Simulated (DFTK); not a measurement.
## Pt under changes of volume

One of the cells (15.080 Å³/atom); the others are scaled copies at fixed shape and fractional positions:

```
Pt
1.0
     0.00000    1.96090    1.96090
     1.96090    0.00000    1.96090
     1.96090    1.96090    0.00000
Pt
1
Direct
  0.00000 0.00000 0.00000
```

```yaml
Program: DFTK 0.8.2
Functional: LDA
Potentials_or_basis: cp2k.nc.sr.lda.v0_1.semicore.gth (LDA, GTH)
Cutoff: 1660 eV
k_mesh: 8 × 8 × 8
Occupations: fermi-dirac, width 0.05 eV
Spin: no spin polarisation
```

```tsv
volume (Å³/atom)	energy over the lowest point (meV/atom)	pressure (GPa)
14.175	27.61	14.2
14.477	?	?
14.778	0.00	-0.5
15.080	5.31	-6.5
15.381	21.35	-11.8
15.683	46.76	-16.5
15.985	80.42	-20.5
```

**Question.** What does the run at 14.477 Å³/atom give?

**Answer.** Energy over the lowest point 6.84 meV/atom; pressure 6.4 GPa.

Worked out: A Birch-Murnaghan fit of order 3 (a polynomial in V^(-2/3)) to the other rows has its minimum at 14.79 Å³/atom with B0 = V·E''(V) = 316 GPa and B' = 5.4. It gives 6.83 meV/atom at 14.477 Å³/atom, against the run's 6.84, and -dE/dV = 7.2 GPa, against 6.4.

Energies are extrapolated to zero smearing.

Caveats: GTH potentials come without recommended cutoffs, and this one wasn't checked for convergence.
